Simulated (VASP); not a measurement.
Input of a VASP 6.6.1 run:

File INCAR:

```
PREC     = Accurate       # precision mode
ENCUT    = 600            # plane-wave cutoff, eV
EDIFF    = 1E-6           # SCF threshold, eV
ISMEAR   = 0              # smearing method
SIGMA    = 0.1            # smearing width, eV
LREAL    = False          # projectors in reciprocal space
LASPH    = True           # aspherical terms in the spheres
NELM     = 100            # most SCF steps
ALGO     = Normal         # electronic algorithm
ISIF     = 3              # what is computed and relaxed
LWAVE    = False          # write WAVECAR
LCHARG   = False          # write CHGCAR
GGA      = PS             # functional
IBRION   = 2              # ionic algorithm
NSW      = 100            # ionic steps
EDIFFG   = -0.05          # ionic threshold
```

KPOINTS

```
Automatic mesh
0
Gamma
  8 8 8
```

POSCAR

```
Hf
1.0
   -1.8050000000      1.8050000000      1.8050000000
    1.8050000000     -1.8050000000      1.8050000000
    1.8050000000      1.8050000000     -1.8050000000
Hf
1
Direct
    0.0000000000      0.0000000000      0.0000000000
```

Potentials or basis: VASP PAW PBE potentials, release 64 (Hf_pv).

Launch:

```bash
$ cat potpaw_PBE.64/Hf_pv/POTCAR > POTCAR
$ mpirun -np 1 vasp_std > vasp.out
```

Question: What does it give for the relaxed cell?

Answer: a = 3.024 Å, b = 3.024 Å, c = 3.024 Å, α = 109.47°, β = 109.47°, γ = 109.47°.

Question: What does it give for the relaxed volume?

Answer: 21.29 Å³/atom.

Question: Predict the space group after relaxing (to 0.05 Å).

Answer: Im-3m (No. 229).

Question: Predict the band gap on the k mesh.

Answer: None (metal or under the smearing width).

Final structure:
```yaml
crystal:
  lattice:
    - [-1.74610, 1.74610, 1.74610]
    - [1.74610, -1.74610, 1.74610]
    - [1.74610, 1.74610, -1.74610]
  atoms:
    - { symbol: Hf, position: [0.00000, 0.00000, 0.00000] }
```

Caveat: the PAW data sets were made with another functional, which shifts forces and pressure a little. Spin-orbit coupling is left out, which matters for the levels of Hf.
